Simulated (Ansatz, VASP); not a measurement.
# Li: VASP beside Ansatz

```
Li
1.0
     1.47738    0.85297    7.24752
    -1.47738    0.85297    7.24752
     0.00000   -1.70593    7.24752
Li
3
Cartesian
  0.0000 0.0000 0.0000
  0.0000 0.0000 4.8322
  0.0000 0.0000 16.9104
```

This isn't the form of Li at room conditions, which is bcc.

Alike in both runs: task relaxation of cell and atoms; functional PBE; dispersion D3(BJ); k mesh 18 × 18 × 18; occupations gaussian, width 0.1 eV; no spin polarisation.

|  | VASP | Ansatz |
| --- | --- | --- |
| version | VASP 6.6.1 | Ansatz 0.2.0 |
| potentials or method | VASP PAW PBE potentials, release 64 (Li_sv) | scalar-relativistic, plane waves, PAW |
| plane-wave cutoff (eV) | 600 | 420 |
| valence electrons in the cell | 9 | 9 |

```tsv
	VASP	Ansatz	Ansatz less VASP
gap on the k mesh at the Fermi level, each at its own relaxed structure (eV)	none	none	-
relaxed volume (Å³/atom)	18.11	18.26	+0.149
relaxed cell length with the largest relative difference (Å)	7.435	7.459	+0.0242
```

A gap of «none» marks a metal or a gap that the smearing closes.

Caveats: the cutoff is under 1.25 times the usual one of these potentials, so pressure, stress and relaxed cells hold a basis-set (Pulay) error (VASP); pairwise dispersion overbinds metals, which lowers pressure and volume.
